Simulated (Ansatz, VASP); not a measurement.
## AlN: VASP beside Ansatz

```xyz
4
Lattice="0.0000 -2.0862 -2.0862 0.0000 2.0862 -2.0862 4.1724 0.0000 0.0000" Properties=species:S:1:pos:R:3 pbc="T T T"
Al    0.0000    0.0000   -2.0862
Al    2.0862    0.0000    0.0000
N     2.0862    0.0000   -2.0862
N     0.0000    2.0862   -2.0862
```

Change from the starting cell: mode 4 frozen in at +0.000 Å, equal normal strain along x, y and z +0.0250.

Alike in both runs: task single point; functional PBE; k mesh 8 × 8 × 6; occupations gaussian, width 0.05 eV; no spin polarisation.

|  | VASP | Ansatz |
| --- | --- | --- |
| version | VASP 6.6.1 | Ansatz 0.2.0 |
| potentials or method | VASP PAW PBE potentials, release 64 (Al, N) | scalar-relativistic, plane waves, PAW |
| plane-wave cutoff (eV) | 520 | 520 |
| valence electrons in the cell | 16 | 16 |

```tsv
	VASP	Ansatz	Ansatz less VASP
gap on the k mesh at the Fermi level (eV)	3.73	3.75	+0.019
least direct gap on the mesh (eV)	3.73	3.75	+0.019
pressure (GPa)	-16.3	-16.0	+0.23
```

Caveats: so large a pressure means that the cell lies far from this level's equilibrium, or that cutoff or potentials fall short (VASP). A k mesh can miss the band edges.
